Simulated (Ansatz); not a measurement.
# Moving the strain (εxx = s) in CoO

```
Co O
1.0
    -1.50800    1.50800    2.10725
     1.50800   -1.50800    2.10725
     1.50800    1.50800   -2.10725
Co O
1 1
Direct
  0.00000 0.00000 0.00000
  0.50000 0.50000 0.00000
```

The cell comes from a database or a generator and needn't be the form met in nature.

Kept alike: task relaxation of the atoms; functional PBE; k mesh 9 × 9 × 9; occupations fermi-dirac, width 0.05 eV; collinear spin, ferromagnetic start. Program: Ansatz, Ansatz PAW, cutoff 420 eV. The mesh is that of the run's cell of 2 atoms. No spin-orbit coupling.

| run | largest site moment (μB) | free energy over the lowest row (meV/atom) |
| --- | --- | --- |
| A | 2.43 | 0.20 |
| B | 2.41 | 1.10 |
| C | 2.45 | 0.00 |

The cell shown is the unstrained one; x, y and z are its Cartesian axes. For a metal such a mesh leaves the last digits unconverged. The runs hold the magnetic state that their start led to, which needn't be the lowest. Site moments count inside each atom's sphere or projector.

Q: The runs differ in the strain (εxx = s) alone: -0.02; -0.01; 0. Which run is which?

A: Run A is -0.01; run B is -0.02; run C is 0. The largest site moment rises from 2.41 to 2.45 μB between -0.02 and 0. The free energy falls from 1.10 to 0.00 meV/atom between -0.02 and 0.
